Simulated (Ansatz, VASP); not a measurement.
**SnO2 in VASP and in Ansatz**

Contents of INCAR:

```
SYSTEM = SnO2
PREC = Accurate ; ENCUT = 520
EDIFF = 1E-8 ; ISMEAR = -1
SIGMA = 0.03 ; LREAL = .FALSE.
LASPH = .TRUE. ; NELM = 100
ALGO = Normal ; ISIF = 2
LWAVE = .FALSE. ; LCHARG = .FALSE.
GGA = PE ; LEFG = .TRUE.
NBANDS = 35
```

Contents of KPOINTS:

```
Automatic mesh
0
G
  4 4 6
  0 0 0
```

POSCAR

```
SnO2
1.0
    4.7847235000      0.0000000000      0.0000000000
    0.0000000000      4.7847235000      0.0000000000
    0.0000000000      0.0000000000      3.1864000000
Sn O
2 4
Direct
    0.0000000000      0.0000000000      0.0000000000
    0.5000000000      0.5000000000      0.5000000000
    0.3056200000      0.3056200000      0.0000000000
    0.1943800000      0.8056200000      0.5000000000
    0.6943800000      0.6943800000      0.0000000000
    0.8056200000      0.1943800000      0.5000000000
```

Input for Ansatz:

```yaml
crystal:
  lattice:
    - [4.7847235, 0.0, 0.0]
    - [0.0, 4.7847235, 0.0]
    - [0.0, 0.0, 3.1864]
  atoms:
    - { symbol: Sn, position: [0.0, 0.0, 0.0] }
    - { symbol: Sn, position: [0.5, 0.5, 0.5] }
    - { symbol: O, position: [0.30562, 0.30562, 0.0] }
    - { symbol: O, position: [0.19438, 0.80562, 0.5] }
    - { symbol: O, position: [0.69438, 0.69438, 0.0] }
    - { symbol: O, position: [0.80562, 0.19438, 0.5] }
kpoints:
  mp_grid: { grid: [4, 4, 6] }
scf:
  occupations: { method: fermi_dirac, width: 0.03 }
hamiltonian:
  xc: pbe
  pseudopotentials: { kind: paw }
output:
  forces: true
  stress: true
  eigenvalues: true
  efg: { contact_densities: true }
  write_density: true
  write_potential: true
  elf: true
  volumetric_format: npy
```

Change from the starting cell: equal xx and yy strain of +1 %, PAW files.

Alike in both runs: task electric field gradients; functional PBE; k mesh 4 × 4 × 6; occupations fermi-dirac, width 0.03 eV; no spin polarisation.

```csv
,VASP,Ansatz
version,VASP 6.6.1,Ansatz 0.2.0
potentials or method,"VASP PAW PBE potentials, release 64 (Sn_d, O)","PAW with Ansatz's default frozen-core files, scalar-relativistic"
plane-wave cutoff (eV),520,420
valence electrons in the cell,52,52
```

```tsv
	VASP	Ansatz	Ansatz less VASP
pressure (GPa)	7.4	6.7	-0.68
largest component of the traceless stress (GPa)	2.43	2.22	-0.205
rms of the force components (eV/Å)	0.011	0.002	-0.0086
Vzz of the field gradient on the site that differs most (V/Å²)	-53.7	-49.3	+4.44
```

Atom by atom the forces differ by 0.009 eV/Å (rms over components). Ansatz warned: «gradients_without_spin_orbit».

Caveats: spin-orbit coupling is left out, which moves the levels of the heavy elements.
